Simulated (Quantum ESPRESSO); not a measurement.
The system is Zr.

```
CELL_PARAMETERS angstrom
3.23200 0.00000 0.00000
-1.61600 2.79899 0.00000
0.00000 0.00000 5.14700
ATOMIC_POSITIONS crystal
Zr 0.66667 0.33333 0.75000
Zr 0.33333 0.66667 0.25000
```

- Program: Quantum ESPRESSO 7.5
- Task: phonons
- Functional: PBE
- Potentials or basis: JTH 2.0 PBE
- Cutoff: 707 eV
- Density cutoff: 4245 eV
- k mesh: 9 × 9 × 5
- Occupations: cold, width 0.2 eV
- Spin: no spin polarisation
- Mixing beta: 0.5
- Most SCF iterations: 120
- SCF threshold: 4e-10 Ry

Q: Where do the zone-centre optical modes lie?

A: E2g at 81 cm⁻¹ (Raman); B1g at 160 cm⁻¹ (silent).

Optical modes at Γ, degenerate ones joined:
| cm⁻¹ | components | symmetry | active in |
| --- | --- | --- | --- |
| 81 | 2 | E2g | Raman |
| 160 | 1 | B1g | silent |

Caveat: the mesh is thin for the phonons of a metal.
